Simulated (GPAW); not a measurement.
Computed results, one entry a study.

### How the form of the self-energy moves the gap of FeS2 (Marcasite)

The structure is orthorhombic, space group Pnnm (No. 58). The conventional cell has a = 4.440 Å, b = 5.390 Å, c = 3.370 Å, α = 90.00°, β = 90.00°, γ = 90.00°. Nearest to Fe lie 6 S at 2.21 to 2.24 Å. Nearest to S lie 3 Fe at 2.21 to 2.24 Å and 1 S at 2.25 Å. Farther neighbours and most contacts between anions are not listed.

```
Fe S
1.0
     4.44000    0.00000    0.00000
     0.00000    5.39000    0.00000
     0.00000    0.00000    3.37000
Fe S
2 4
Direct
  0.00000 0.00000 0.00000
  0.50000 0.50000 0.50000
  0.20300 0.37500 0.00000
  0.29700 0.87500 0.50000
  0.79700 0.62500 0.00000
  0.70300 0.12500 0.50000
```

- method: DFT, LDA, plane waves, PAW (and 1 further level or step)
- program: GPAW 26.7.0
- settings of one run: cutoff 600 eV, GPAW PAW setups 1.2.1 data release, 2×2×4 k-mesh, nbands 105
- cost: 4 runs, 1.8 min in all on 4 MPI ranks of Arm Neoverse V2, shared host (the runs of this entry)
- notes: The database entry behind the starting cell differs from later determinations by our own check (an axis about 0.6 % short against later determinations). This run has no spin polarisation, although Fe can carry a moment. The cell and positions come from the Crystallography Open Database and are kept as given unless a step says otherwise. Bands and cutoff are finite, so the gap is not at the basis limit. The miss can reach some tenths of an eV and take either sign; the mesh is an error of its own. The 2×2×4 mesh is coarse for this cell, which bears on the long-range parts of exchange and screening. Mesh or cutoff lie under what a gap needs, so these runs test behaviour and cost; their gaps are not to be quoted. The runs have no spin polarisation. For a closed low-spin shell that is the natural state; where a d or f shell is open it is a constraint, and the gap is then not the crystal’s own.
- G0W0, Godby-Needs plasmon pole: 1.363 eV
- G0W0, full frequency, Hilbert transform: 1.367 eV
- G0W0, multipole: 1.365 eV
- known limits: not at the basis limit; no spin polarisation; d states lean on the start; coarse k mesh

G0W0, full frequency, Hilbert transform: +0.004 eV against G0W0, Godby-Needs plasmon pole. G0W0, multipole: +0.003 eV against G0W0, Godby-Needs plasmon pole.

[Paths, hosts, dates, memory and timing lines, banners, echoed tables and standing remarks are left out of the program output.]

[Logs are printed without paths, hosts, clocks, repeated set-up lines and the standing remarks that a program may print on its own settings, such as how far it seeks lower states.]

[Runs of the session that timed out or met a known fault of the program may be left out.]

[Hosts, paths, dates, database ids (printed as entryN), source tags and the programs' standing remarks are cut or masked in the printed files.]
